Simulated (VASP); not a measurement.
# TePb (Fm-3m) in VASP: further runs

The runs below take TePb through single point, with PBE, LDA.

Everything below comes from runs of VASP 6.6.1. Logs are shortened: lines on timing, memory, paths and dates and some standing lists are left out, and cuts for length are marked.

### Step 1. Starting point

Symmetry: Fm-3m, No. 225, cubic system. Conventional cell: a = 6.567 Å, b = 6.567 Å, c = 6.567 Å, α = 90.00°, β = 90.00°, γ = 90.00°. Pb (site symmetry m-3m) is surrounded by 6 Te at 3.28 Å. Te (site symmetry m-3m) is surrounded by 6 Pb at 3.28 Å.

The cell was relaxed by an earlier calculation.

### Step 2. Single point, PBE

Contents of INCAR:

```
PREC = Accurate ; ENCUT = 520
EDIFF = 1E-6 ; ISMEAR = -1
SIGMA = 0.03 ; LREAL = F
LASPH = T ; NELM = 100
ALGO = Fast ; ISIF = 2
LWAVE = F ; LCHARG = F
GGA = PE ; NBANDS = 17
```

Contents of KPOINTS:

```
regular mesh
0
Gamma
  9 9 9
```

Contents of POSCAR:

```
TePb
1.0
    0.0000000000      3.2835710949      3.2835710949
    3.2835710949      0.0000000000      3.2835710949
    3.2835710949      3.2835710949      0.0000000000
Pb Te
1 1
Direct
    0.0000000000      0.0000000000      0.0000000000
    0.5000000000      0.5000000000      0.5000000000
```

Potentials or basis: VASP PAW PBE potentials, release 64 (Pb_d, Te).

Launch:

```sh
> cat potpaw_PBE.64/Pb_d/POTCAR potpaw_PBE.64/Te/POTCAR > POTCAR
> mpirun -np 1 vasp_std > vasp.out
```

OUTCAR:

```text
PREC = Accurate
   ENCUT = 520
   EDIFF = 1E-6
   ISMEAR = -1
   LREAL = F
   LASPH = T
   NELM = 100
   ISIF = 2
   GGA = PE

 ion  position               nearest neighbor table
   1  0.000  0.000  0.000-   2 3.28   2 3.28   2 3.28   2 3.28   2 3.28   2 3.28
   2  0.500  0.500  0.500-   1 3.28   1 3.28   1 3.28   1 3.28   1 3.28   1 3.28

  LATTYP: Found a face centered cubic cell.
 ALAT       =     6.5671421898

  Lattice vectors:

 A1 = (   0.0000000000,   3.2835710949,   3.2835710949)
 A2 = (   3.2835710949,   0.0000000000,   3.2835710949)
 A3 = (   3.2835710949,   3.2835710949,   0.0000000000)

Analysis of symmetry for initial positions (statically):
=====================================================================
 Subroutine PRICEL returns:
 Original cell was already a primitive cell.

 Routine SETGRP: Setting up the symmetry group for a
 face centered cubic supercell.

 Subroutine GETGRP returns: Found 48 space group operations
 (whereof 48 operations were pure point group operations)
 out of a pool of 48 trial point group operations.

The static configuration has the point symmetry O_h .

Analysis of symmetry for dynamics (positions and initial velocities):
=====================================================================
 Subroutine PRICEL returns:
 Original cell was already a primitive cell.

 Routine SETGRP: Setting up the symmetry group for a
 face centered cubic supercell.

 Subroutine GETGRP returns: Found 48 space group operations
 (whereof 48 operations were pure point group operations)
 out of a pool of 48 trial point group operations.

The dynamic configuration has the point symmetry O_h .

 Subroutine INISYM returns: Found 48 space group operations
 (whereof 48 operations are pure point group operations),
 and found     1 'primitive' translations

----------------------------------------------------------------------------------------

                                     Primitive cell

  volume of cell :      70.8059

  direct lattice vectors                    reciprocal lattice vectors
     0.000000000  3.283571095  3.283571095    -0.152273237  0.152273237  0.152273237
     3.283571095  0.000000000  3.283571095     0.152273237 -0.152273237  0.152273237
     3.283571095  3.283571095  0.000000000     0.152273237  0.152273237 -0.152273237

  length of vectors
     4.643670775  4.643670775  4.643670775     0.263744983  0.263744983  0.263744983

  position of ions in fractional coordinates (direct lattice)
     0.000000000  0.000000000  0.000000000
     0.500000000  0.500000000  0.500000000

  ion indices of the primitive-cell ions
   primitive index   ion index
                 1           1
                 2           2

----------------------------------------------------------------------------------------

 KPOINTS: regular mesh

Automatic generation of k-mesh.
 Grid dimensions read from file:
 generate k-points for:    9    9    9

 Generating k-lattice:

  Cartesian coordinates                     Fractional coordinates (reciprocal lattice)
    -0.016919249  0.016919249  0.016919249     0.111111111  0.000000000  0.000000000
     0.016919249 -0.016919249  0.016919249     0.000000000  0.111111111  0.000000000
     0.016919249  0.016919249 -0.016919249     0.000000000  0.000000000  0.111111111

  Length of vectors
     0.029304998  0.029304998  0.029304998

  Shift w.r.t. Gamma in fractional coordinates (k-lattice)
     0.000000000  0.000000000  0.000000000

 Subroutine IBZKPT returns following result:
 ===========================================

 Found     35 irreducible k-points:

 Following reciprocal coordinates:
            Coordinates               Weight
  0.000000  0.000000  0.000000      1.000000
  0.111111  0.000000  0.000000      8.000000
  0.222222  0.000000  0.000000      8.000000
  0.333333  0.000000  0.000000      8.000000
  0.444444  0.000000  0.000000      8.000000
  0.111111  0.111111  0.000000      6.000000
[... 16 lines left out ...]
 -0.333333  0.333333  0.000000     12.000000
  0.444444  0.444444  0.000000      6.000000
 [... further k-points ...]
   k-points           NKPTS =     35   k-points in BZ     NKDIM =     35   number of bands    NBANDS=     17
   number of dos      NEDOS =    301   number of ions     NIONS =      2
   total plane-waves  NPLWV =  46656
   dimension x,y,z NGX =    36 NGY =   36 NGZ =   36
   dimension x,y,z NGXF=    72 NGYF=   72 NGZF=   72
   ions per type =               1   1
   NGX,Y,Z   is equivalent  to a cutoff of  12.89, 12.89, 12.89 a.u.
   NGXF,Y,Z  is equivalent  to a cutoff of  25.78, 25.78, 25.78 a.u.
 SYSTEM =  unknown system
   PREC   = accura    normal or accurate (medium, high low for compatibility)
   ISTART =      0    job   : 0-new  1-cont  2-samecut
   ICHARG =      2    charge: 1-file 2-atom 10-const
   ISPIN  =      1    spin polarized calculation?
   LNONCOLLINEAR =      F non collinear calculations
   LSORBIT =      F    spin-orbit coupling
   LASPH  =      T    aspherical Exc in radial PAW
   ENCUT  =  520.0 eV  38.22 Ry    6.18 a.u.   8.63  8.63  8.63*2*pi/ulx,y,z
   NELM   =    100;   NELMIN=  2; NELMDL= -5     # of ELM steps
   EDIFF  = 0.1E-05   stopping-criterion for ELM
   LREAL  =      F    real-space projection
[... 7 lines left out ...]
   TEBEG  =    0.0;   TEEND  =   0.0 temperature during run
   PSTRESS=    0.0 pullay stress
   NELECT =      20.0000    total number of electrons
   NUPDOWN=      -1.0000    fix difference up-down
   EMIN   =  10.00;   EMAX   =-10.00  energy-range for DOS
   EFERMI =   0.00;   METHOD = LEGACY
   ISMEAR =    -1;   SIGMA  =   0.03  broadening in eV -4-tet -1-fermi 0-gaus
   EFERMI_NEDOS =   21; number of points for ismear=-14 and -15
   IALGO  =     68    algorithm
   IMIX   =      4    mixing-type and parameters
     AMIX     =   0.40;   BMIX     =  1.00
     AMIX_MAG =   1.60;   BMIX_MAG =  1.00
  volume/ion in A,a.u.               =      35.40       238.91
  Fermi-wavevector in a.u.,A,eV,Ry     =   1.074142  2.029834 15.698147  1.153781
  Thomas-Fermi vector in A             =   2.209962
   LORBIT       =      0    0 simple, 1 ext, 2 COOP (PROOUT), +10 PAW based schemes
   GGA     = PE    functional components
   LHFCALC =     F    Hartree Fock is set to
   AEXX    =    0.0000 exact exchange contribution
   IVDW    =     0    specifies the selected vdW correction
   LEPSILON=     F    determine dielectric tensor
   LRPA    =     F    only Hartree local field effects (RPA)
 non-spin polarized calculation
 RMM-DIIS sequential band-by-band and
  energy-cutoff  :      520.00
  volume of cell :       70.81
 maximum number of plane-waves:      1932
   NGX = 17   NGY = 17   NGZ = 17

 number of electron      19.9999999 magnetization

 Free energy of the ion-electron system (eV)
  ---------------------------------------------------
  ext. energy  EPLUGINS =         0.00000000
  ---------------------------------------------------
  free energy    TOTEN  =        -7.52330250 eV

  energy without entropy =       -7.52330249  energy(sigma->0) =       -7.52330250

 E-fermi :   5.4432     XC(G=0):  -9.0838

 val. band max:        4.9492072143   @ k =   0.4444   0.0000   0.0000
 cond. band min:       5.9352136666   @ k =   0.4444   0.0000   0.0000
 fundamental gap:      0.9860064523
 Fermi energy:         5.4432028132

 k-point     1 :       0.0000    0.0000    0.0000
  band No.  band energies     occupation
      1     -11.6362      2.00000
      2     -11.6362      2.00000
      3     -11.6305      2.00000
      4     -11.6305      2.00000
      5     -11.6305      2.00000
      6      -6.6149      2.00000
[... 9 lines left out ...]
     16      10.9196      0.00000
     17      12.5126      0.00000

 k-point     2 :       0.1111    0.0000    0.0000
  band No.  band energies     occupation
      1     -11.6373      2.00000
      2     -11.6373      2.00000
      3     -11.6302      2.00000
      4     -11.6290      2.00000
      5     -11.6290      2.00000
      6      -6.5161      2.00000
[... 9 lines left out ...]
     16      11.1438      0.00000
     17      13.3168      0.00000

 k-point     3 :       0.2222    0.0000    0.0000
  band No.  band energies     occupation
      1     -11.6407      2.00000
      2     -11.6407      2.00000
      3     -11.6295      2.00000
      4     -11.6249      2.00000
      5     -11.6249      2.00000
      6      -6.2298      2.00000
[... 9 lines left out ...]
     16      11.7620      0.00000
     17      15.0318      0.00000

 k-point     4 :       0.3333    0.0000    0.0000
  band No.  band energies     occupation
      1     -11.6448      2.00000
      2     -11.6448      2.00000
      3     -11.6287      2.00000
      4     -11.6199      2.00000
      5     -11.6199      2.00000
      6      -5.7997      2.00000
[... 9 lines left out ...]
     16      12.7231      0.00000
     17      15.7693      0.00000

 k-point     5 :       0.4444    0.0000    0.0000
  band No.  band energies     occupation
      1     -11.6476      2.00000
      2     -11.6475      2.00000
      3     -11.6282      2.00000
      4     -11.6166      2.00000
      5     -11.6166      2.00000
      6      -5.3812      2.00000
[... 9 lines left out ...]
     16      13.9078      0.00000
     17      14.6582      0.00000

 k-point     6 :       0.1111    0.1111    0.0000
  band No.  band energies     occupation
      1     -11.6400      2.00000
      2     -11.6351      2.00000
      3     -11.6314      2.00000
      4     -11.6281      2.00000
      5     -11.6281      2.00000
      6      -6.4835      2.00000
[... 9 lines left out ...]
     16      11.5312      0.00000
     17      12.7432      0.00000
[... 281 lines left out ...]
 k-point    21 :       0.4444    0.3333    0.0000
  band No.  band energies     occupation
      1     -11.6741      2.00000
      2     -11.6359      2.00000
      3     -11.6301      2.00000
      4     -11.6130      2.00000
      5     -11.6121      2.00000
      6      -5.3012      2.00000
[... 9 lines left out ...]
     16      14.9535      0.00000
     17      15.5779      0.00000

 k-point    22 :      -0.4444    0.3333    0.0000
  band No.  band energies     occupation
      1     -11.6721      2.00000
      2     -11.6338      2.00000
      3     -11.6321      2.00000
      4     -11.6144      2.00000
      5     -11.6119      2.00000
      6      -5.0687      2.00000
[... 9 lines left out ...]
     16      14.4803      0.00000
     17      16.3919      0.00000

 k-point    23 :      -0.3333    0.3333    0.0000
  band No.  band energies     occupation
      1     -11.6643      2.00000
      2     -11.6388      2.00000
      3     -11.6265      2.00000
      4     -11.6184      2.00000
      5     -11.6144      2.00000
      6      -5.0526      2.00000
[... 9 lines left out ...]
     16      13.4427      0.00000
     17      15.2319      0.00000

 k-point    24 :       0.4444    0.4444    0.0000
  band No.  band energies     occupation
      1     -11.6818      2.00000
      2     -11.6381      2.00000
      3     -11.6273      2.00000
      4     -11.6100      2.00000
      5     -11.6100      2.00000
      6      -5.1657      2.00000
[... 9 lines left out ...]
     16      15.0729      0.00000
     17      16.3772      0.00000

 [... further k-points ...]

------------------------ aborting loop because EDIFF is reached ----------------------------------------

  FORCE on cell =-STRESS in cart. coord.  units (eV):
  Direction    XX          YY          ZZ          XY          YZ          ZX
  --------------------------------------------------------------------------------------
  -------------------------------------------------------------------------------------
  Total       -0.0054442     -0.0054442     -0.0054442      0.0000000      0.0000000      0.0000000
  in kB       -0.1231895     -0.1231895     -0.1231895      0.0000000      0.0000000      0.0000000
  external PRESSURE =      -0.1231895 kB  Pullay stress =       0.0000000 kB

 VOLUME and BASIS-vectors are now :
 -----------------------------------------------------------------------------
  energy-cutoff  :      520.00
  volume of cell :       70.81
      direct lattice vectors                 reciprocal lattice vectors
     0.000000000  3.283571095  3.283571095    -0.152273237  0.152273237  0.152273237
     3.283571095  0.000000000  3.283571095     0.152273237 -0.152273237  0.152273237
     3.283571095  3.283571095  0.000000000     0.152273237  0.152273237 -0.152273237

 POSITION                                       TOTAL-FORCE (eV/Angst)
 -----------------------------------------------------------------------------------
      0.00000      0.00000      0.00000        -0.000000      0.000000     -0.000000
      3.28357      3.28357      3.28357         0.000000     -0.000000      0.000000
 -----------------------------------------------------------------------------------
    total drift:                               -0.000000      0.000000      0.000000

  FREE ENERGIE OF THE ION-ELECTRON SYSTEM (eV)
  ---------------------------------------------------
  free  energy   TOTEN  =        -7.5233024959 eV

  energy  without entropy=       -7.5233024941  energy(sigma->0) =       -7.52330250
```

Wall time 27 s (1 thread of Intel Xeon Platinum 8488C (Sapphire Rapids), shared host); peak memory 0.22 GiB.

Results:

```yaml
Free_energy: -7.5233 eV
Pressure: 0.0 GPa
```

Caveat: this odd mesh misses L, where the gap lies, so gap, dielectric constants and Born charges aren't listed. The run has no spin-orbit coupling, so splittings on Pb, Te are missing.

### Step 3. Single point, LDA

Contents of INCAR:

```
SYSTEM = TePb
  ALGO = Normal
  EDIFF = 1E-6
  ENCUT = 520
  GGA = CA
  ISIF = 2
  ISMEAR = -1
  LASPH = .True.
  LCHARG = .False.
  LREAL = .False.
  LWAVE = .False.
  NBANDS = 17
  NELM = 60
  PREC = Accurate
  SIGMA = 0.03
```

Contents of KPOINTS:

```
k-points
0
Gamma
  9 9 9
  0 0 0
```

POSCAR is that of step 2.

Potentials or basis: VASP PAW LDA potentials, release 64 (Pb_d, Te).

Launch:

```sh
> cat potpaw_LDA.64/Pb_d/POTCAR potpaw_LDA.64/Te/POTCAR > POTCAR
> mpirun -np 1 vasp_std > vasp.out
```

Wall time 22 s (1 thread of Intel Xeon Platinum 8488C (Sapphire Rapids), shared host); peak memory 0.19 GiB.

Results (log left out):

| Property | Result |
| --- | --- |
| Free energy | -8.7101 eV |
| Pressure | -3.4 GPa |

Levels at points of the mesh, in eV from the Fermi level:
```
           k point  band 7  band 8  band 9  band 10  band 11  band 12  band 13  band 14
(0.00, 0.00, 0.00)   -6.17   -1.54   -1.54    -1.54     3.55     3.55     3.55     5.51
```

Caveat: this odd mesh misses L, where the gap lies, so gap, dielectric constants and Born charges aren't listed.
